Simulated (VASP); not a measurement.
# CdS (Greenockite) (P6_3mc) in VASP: settings compared

Aim: see how the results for CdS (Greenockite) move with the level of theory and the settings. Levels: PBE, r2SCAN. Tasks: relaxation of cell and atoms.

Program: VASP 6.6.1. These are calculated values, not measurements. Logs are shortened: lines on timing, memory, paths and dates and some standing lists are left out, and cuts for length are marked.

### 1 The crystal as given

It takes space group P6_3mc (No. 186, hexagonal). The conventional cell has a = 4.150 Å, b = 4.150 Å, c = 6.737 Å, α = 90.00°, β = 90.00°, γ = 120.00°. Around Cd (site symmetry 3m) lie 4 S at 2.53 to 2.54 Å. Around S (site symmetry 3m) lie 4 Cd at 2.53 to 2.54 Å.

### 2 Relaxation of cell and atoms, PBE

INCAR

```
SYSTEM = CdS
PREC = Accurate ; ENCUT = 300
EDIFF = 1E-6 ; ISMEAR = 0
SIGMA = 0.03 ; LREAL = .FALSE.
LASPH = .TRUE. ; NELM = 80
ALGO = Normal ; ISIF = 3
LWAVE = .FALSE. ; LCHARG = .FALSE.
GGA = PE ; IBRION = 2
NSW = 90 ; EDIFFG = -0.01
```

KPOINTS

```
regular mesh
0
G
  5 5 2
  0 0 0
```

POSCAR

```
CdS
1.0
    4.1500000000      0.0000000000      0.0000000000
   -2.0750000000      3.5940054257      0.0000000000
    0.0000000000      0.0000000000      6.7370000000
Cd S
2 2
Direct
    0.3333333333      0.6666666667      0.0000000000
    0.6666666667      0.3333333333      0.5000000000
    0.3333333333      0.6666666667      0.3750000000
    0.6666666667      0.3333333333      0.8750000000
```

Potentials or basis: VASP PAW PBE potentials, release 64 (Cd, S).

Command:

```bash
cat potpaw_PBE.64/Cd/POTCAR potpaw_PBE.64/S/POTCAR > POTCAR
mpirun -np 1 vasp_std > vasp.out
```

OUTCAR:

```text
SYSTEM = CdS
   PREC = Accurate
   ENCUT = 300
   EDIFF = 1E-6
   ISMEAR = 0
   LREAL = .FALSE.
   LASPH = .TRUE.
   NELM = 80
   ISIF = 3
   GGA = PE
   IBRION = 2
   NSW = 90
   EDIFFG = -0.01

 ion  position               nearest neighbor table
   1  0.333  0.667  0.000-   3 2.53   4 2.54   4 2.54   4 2.54
   2  0.667  0.333  0.500-   4 2.53   3 2.54   3 2.54   3 2.54
   3  0.333  0.667  0.375-   1 2.53   2 2.54   2 2.54   2 2.54
   4  0.667  0.333  0.875-   2 2.53   1 2.54   1 2.54   1 2.54

  LATTYP: Found a hexagonal cell.
 ALAT       =     4.1500000000
 C/A-ratio  =     1.6233734940

  Lattice vectors:

 A1 = (   4.1500000000,   0.0000000000,   0.0000000000)
 A2 = (  -2.0750000000,   3.5940054257,   0.0000000000)
 A3 = (   0.0000000000,   0.0000000000,   6.7370000000)

Analysis of symmetry for initial positions (statically):
=====================================================================
 Subroutine PRICEL returns:
 Original cell was already a primitive cell.

 Routine SETGRP: Setting up the symmetry group for a
 hexagonal supercell.

 Subroutine GETGRP returns: Found 12 space group operations
 (whereof  6 operations were pure point group operations)
 out of a pool of 24 trial point group operations.

The static configuration has the point symmetry C_3v.
 The point group associated with its full space group is C_6v.

Analysis of symmetry for dynamics (positions and initial velocities):
=====================================================================
 Subroutine PRICEL returns:
 Original cell was already a primitive cell.

 Routine SETGRP: Setting up the symmetry group for a
 hexagonal supercell.

 Subroutine GETGRP returns: Found 12 space group operations
 (whereof  6 operations were pure point group operations)
 out of a pool of 24 trial point group operations.

The dynamic configuration has the point symmetry C_3v.
 The point group associated with its full space group is C_6v.

 Subroutine INISYM returns: Found 12 space group operations
 (whereof  6 operations are pure point group operations),
 and found     1 'primitive' translations

----------------------------------------------------------------------------------------

                                     Primitive cell

  volume of cell :     100.4832

  direct lattice vectors                    reciprocal lattice vectors
     4.150000000  0.000000000  0.000000000     0.240963855  0.139120547  0.000000000
    -2.075000000  3.594005426  0.000000000     0.000000000  0.278241094  0.000000000
     0.000000000  0.000000000  6.737000000     0.000000000  0.000000000  0.148434021

  length of vectors
     4.150000000  4.150000000  6.737000000     0.278241094  0.278241094  0.148434021

  position of ions in fractional coordinates (direct lattice)
     0.333333333  0.666666667  0.000000000
     0.666666667  0.333333333  0.500000000
     0.333333333  0.666666667  0.375000000
     0.666666667  0.333333333  0.875000000

  ion indices of the primitive-cell ions
   primitive index   ion index
                 1           1
                 2           2
                 3           3
                 4           4

----------------------------------------------------------------------------------------

 KPOINTS: regular mesh

Automatic generation of k-mesh.
 Grid dimensions read from file:
 generate k-points for:    5    5    2

 Generating k-lattice:

  Cartesian coordinates                     Fractional coordinates (reciprocal lattice)
     0.048192771  0.027824109  0.000000000     0.200000000  0.000000000  0.000000000
     0.000000000  0.055648219  0.000000000     0.000000000  0.200000000  0.000000000
     0.000000000  0.000000000  0.074217011     0.000000000  0.000000000  0.500000000

  Length of vectors
     0.055648219  0.055648219  0.074217011

  Shift w.r.t. Gamma in fractional coordinates (k-lattice)
     0.000000000  0.000000000  0.000000000

 Subroutine IBZKPT returns following result:
 ===========================================

 Found     10 irreducible k-points:

 Following reciprocal coordinates:
            Coordinates               Weight
  0.000000  0.000000  0.000000      1.000000
  0.200000 -0.000000  0.000000      6.000000
  0.400000  0.000000  0.000000      6.000000
  0.200000  0.200000  0.000000      6.000000
  0.400000  0.200000  0.000000      6.000000
  0.000000  0.000000  0.500000      1.000000
  0.200000 -0.000000  0.500000      6.000000
  0.400000  0.000000  0.500000      6.000000
  0.200000  0.200000  0.500000      6.000000
  0.400000  0.200000  0.500000      6.000000
   k-points           NKPTS =     10   k-points in BZ     NKDIM =     10   number of bands    NBANDS=     22
   number of dos      NEDOS =    301   number of ions     NIONS =      4
   total plane-waves  NPLWV =  23040
   dimension x,y,z NGX =    24 NGY =   24 NGZ =   40
   dimension x,y,z NGXF=    48 NGYF=   48 NGZF=   80
   ions per type =               2   2
   NGX,Y,Z   is equivalent  to a cutoff of   9.61,  9.61,  9.87 a.u.
   NGXF,Y,Z  is equivalent  to a cutoff of  19.23, 19.23, 19.74 a.u.
 SYSTEM =  CdS
   PREC   = accura    normal or accurate (medium, high low for compatibility)
   ISTART =      0    job   : 0-new  1-cont  2-samecut
   ICHARG =      2    charge: 1-file 2-atom 10-const
   ISPIN  =      1    spin polarized calculation?
   LNONCOLLINEAR =      F non collinear calculations
   LSORBIT =      F    spin-orbit coupling
   LASPH  =      T    aspherical Exc in radial PAW
   ENCUT  =  300.0 eV  22.05 Ry    4.70 a.u.   5.86  5.86  9.51*2*pi/ulx,y,z
   NELM   =     80;   NELMIN=  2; NELMDL= -5     # of ELM steps
   EDIFF  = 0.1E-05   stopping-criterion for ELM
   LREAL  =      F    real-space projection
   EDIFFG = -.1E-01   stopping-criterion for IOM
   NSW    =     90    number of steps for IOM
   IBRION =      2    ionic relax: 0-MD 1-quasi-New 2-CG
   NFREE  =      1    steps in history (QN), initial steepest desc. (CG)
   ISIF   =      3    stress and relaxation
   ISYM   =      2    0-nonsym 1-usesym 2-fastsym
   POTIM  = 0.5000    time-step for ionic-motion
   TEBEG  =    0.0;   TEEND  =   0.0 temperature during run
   PSTRESS=    0.0 pullay stress
   NELECT =      36.0000    total number of electrons
   NUPDOWN=      -1.0000    fix difference up-down
   EMIN   =  10.00;   EMAX   =-10.00  energy-range for DOS
   EFERMI =   0.00;   METHOD = LEGACY
   ISMEAR =     0;   SIGMA  =   0.03  broadening in eV -4-tet -1-fermi 0-gaus
   EFERMI_NEDOS =   21; number of points for ismear=-14 and -15
   IALGO  =     38    algorithm
   IMIX   =      4    mixing-type and parameters
     AMIX     =   0.40;   BMIX     =  1.00
     AMIX_MAG =   1.60;   BMIX_MAG =  1.00
  volume/ion in A,a.u.               =      25.12       169.52
  Fermi-wavevector in a.u.,A,eV,Ry     =   1.162727  2.197236 18.394190  1.351935
  Thomas-Fermi vector in A             =   2.299285
   LORBIT       =      0    0 simple, 1 ext, 2 COOP (PROOUT), +10 PAW based schemes
   GGA     = PE    functional components
   LHFCALC =     F    Hartree Fock is set to
   AEXX    =    0.0000 exact exchange contribution
   IVDW    =     0    specifies the selected vdW correction
   LEPSILON=     F    determine dielectric tensor
   LRPA    =     F    only Hartree local field effects (RPA)
 conjugate gradient relaxation of ions
 non-spin polarized calculation
 Gauss-broadening in eV      SIGMA  =   0.03
  energy-cutoff  :      300.00
  volume of cell :      100.48
 maximum number of plane-waves:      1196
 NGX is ok and might be reduce to    24
   NGX = 11   NGY = 11   NGZ = 19

--------------------------------------- Ionic step        1  -------------------------------------------

 number of electron      36.0000027 magnetization

 Free energy of the ion-electron system (eV)
  ---------------------------------------------------
  ext. energy  EPLUGINS =         0.00000000
  ---------------------------------------------------
  free energy    TOTEN  =       -12.24524326 eV

  energy without entropy =      -12.24524326  energy(sigma->0) =      -12.24524326

------------------------ aborting loop because EDIFF is reached ----------------------------------------

  FORCE on cell =-STRESS in cart. coord.  units (eV):
  Direction    XX          YY          ZZ          XY          YZ          ZX
  --------------------------------------------------------------------------------------
  -------------------------------------------------------------------------------------
  Total        1.3140008      1.3140008      1.6759625      0.0000000      0.0000000      0.0000000
  in kB       20.9513898     20.9513898     26.7227719      0.0000000      0.0000000      0.0000000
  external PRESSURE =      22.8751838 kB  Pullay stress =       0.0000000 kB

 VOLUME and BASIS-vectors are now :
 -----------------------------------------------------------------------------
  energy-cutoff  :      300.00
  volume of cell :      100.48
      direct lattice vectors                 reciprocal lattice vectors
     4.150000000  0.000000000  0.000000000     0.240963855  0.139120547  0.000000000
    -2.075000000  3.594005426  0.000000000     0.000000000  0.278241094  0.000000000
     0.000000000  0.000000000  6.737000000     0.000000000  0.000000000  0.148434021
[... 191 lines left out ...]
 POSITION                                       TOTAL-FORCE (eV/Angst)
 -----------------------------------------------------------------------------------
     -0.00000      2.42197      6.82907        -0.000000      0.000000     -0.003590
      2.09749      1.21099      3.41266         0.000000     -0.000000     -0.003590
     -0.00000      2.42197      2.56605         0.000000     -0.000000      0.003590
      2.09749      1.21099      5.98245        -0.000000      0.000000      0.003590
 -----------------------------------------------------------------------------------
    total drift:                               -0.000000     -0.000000      0.000041

  FREE ENERGIE OF THE ION-ELECTRON SYSTEM (eV)
  ---------------------------------------------------
  free  energy   TOTEN  =       -12.2719712447 eV

  energy  without entropy=      -12.2719712447  energy(sigma->0) =      -12.27197124

--------------------------------------- Ionic step        7  -------------------------------------------

 number of electron      36.0000019 magnetization

 Free energy of the ion-electron system (eV)
  ---------------------------------------------------
  ext. energy  EPLUGINS =         0.00000000
  ---------------------------------------------------
  free energy    TOTEN  =       -12.27200619 eV

  energy without entropy =      -12.27200619  energy(sigma->0) =      -12.27200619

 E-fermi :   1.0710     XC(G=0):  -8.9145

 val. band max:        0.9131484016   @ k =   0.0000   0.0000   0.0000
 cond. band min:       2.0129348215   @ k =   0.0000   0.0000   0.0000
 fundamental gap:      1.0997864200
 Fermi energy:         1.0709721501

 k-point     1 :       0.0000    0.0000    0.0000
  band No.  band energies     occupation
      1     -11.1763      2.00000
      2     -10.7881      2.00000
      3      -6.6222      2.00000
      4      -6.6147      2.00000
      5      -6.6147      2.00000
      6      -6.5398      2.00000
[... 14 lines left out ...]
     21       7.3949      0.00000
     22       7.3949      0.00000
[... 245 lines left out ...]
 POSITION                                       TOTAL-FORCE (eV/Angst)
 -----------------------------------------------------------------------------------
     -0.00000      2.42326      6.82897        -0.000000      0.000000     -0.003987
      2.09861      1.21163      3.41243         0.000000     -0.000000     -0.003987
     -0.00000      2.42326      2.56652         0.000000     -0.000000      0.003987
      2.09861      1.21163      5.98306        -0.000000      0.000000      0.003987
 -----------------------------------------------------------------------------------
    total drift:                               -0.000000     -0.000000     -0.001285

  FREE ENERGIE OF THE ION-ELECTRON SYSTEM (eV)
  ---------------------------------------------------
  free  energy   TOTEN  =       -12.2720061861 eV

  energy  without entropy=      -12.2720061861  energy(sigma->0) =      -12.27200619

 reached required accuracy - stopping structural energy minimisation
```

It took 18 s on 1 thread of Intel Xeon 6975P-C (Granite Rapids), shared host; peak memory 0.15 GiB.

The run converged, but some of its settings lie outside the range that counts as converged, so its numbers aren't taken as properties of the crystal.

Results:

- Free energy: -12.2720 eV
- Relaxed volume: 26.06 Å³/atom
- Relaxed cell: a = 4.197 Å, b = 4.197 Å, c = 6.833 Å, α = 90.00°, β = 90.00°, γ = 120.00°
- Space group after relaxing (to 0.05 Å): P6_3mc (No. 186)
- Energy gained by relaxing: 6.7 meV/atom
- Ionic steps: 7
- Largest force after relaxing: 0.004 eV/Å
- Band gap on the k mesh: 1.10 eV, direct

Caveat: the k mesh is coarse (spacing up to 0.47 Å⁻¹), so the values aren't converged; the cutoff is under 1.25 times the usual one of these potentials, so pressure, stress and relaxed cells hold a basis-set (Pulay) error.

### 3 Relaxation of cell and atoms, PBE

This run uses another cell than the first one, of 26.06 Å³/atom, 1.037 times its volume.

INCAR

```
SYSTEM = CdS
PREC = Accurate ; ENCUT = 300
EDIFF = 1E-7 ; ISMEAR = 0
SIGMA = 0.03 ; LREAL = .FALSE.
LASPH = .TRUE. ; NELM = 80
ALGO = Normal ; ISIF = 3
LWAVE = .FALSE. ; LCHARG = .FALSE.
GGA = PE ; IBRION = 2
NSW = 90 ; EDIFFG = -0.005
```

KPOINTS is that of step 2.

POSCAR

```
CdS                                     
1.0
    4.1972115732      0.0000000000      0.0000000000
   -2.0986057866      3.6348918475      0.0000000000
   -0.0000000000      0.0000000000      6.8330854498
  Cd              S             
     2     2
Direct
     0.3333333332999970    0.6666666667000030    0.9993982553690055
     0.6666666667000030    0.3333333332999970    0.4993982553690055
     0.3333333332999970    0.6666666667000030    0.3756017446309945
     0.6666666667000030    0.3333333332999970    0.8756017446309945
```

Potentials or basis: VASP PAW PBE potentials, release 64 (Cd, S).

Command:

```bash
cat potpaw_PBE.64/Cd/POTCAR potpaw_PBE.64/S/POTCAR > POTCAR
mpirun -np 1 vasp_std > vasp.out
```

Run time: 11 s. Hardware: 1 thread of Intel Xeon 6975P-C (Granite Rapids), shared host; peak memory 0.15 GiB.

These settings aren't checked as converged: the numbers below hold their error.

Results:

```yaml
Free_energy: -12.2782 eV
Relaxed_volume: 26.12 Å³/atom
Relaxed_cell: a = 4.201 Å, b = 4.201 Å, c = 6.837 Å, α = 90.00°, β = 90.00°, γ = 120.00°
Space_group_after_relaxing_to_0.05_Å: P6_3mc (No. 186)
Energy_gained_by_relaxing: 0.0 meV/atom
Ionic_steps: 3
Largest_force_after_relaxing: 0.004 eV/Å
Band_gap_on_the_k_mesh: 1.10 eV, direct
```

Caveat: the k mesh is coarse (spacing up to 0.46 Å⁻¹), so the values aren't converged; the cutoff is under 1.25 times the usual one of these potentials, so pressure, stress and relaxed cells hold a basis-set (Pulay) error.

(Part 1 of 2 ends here.)
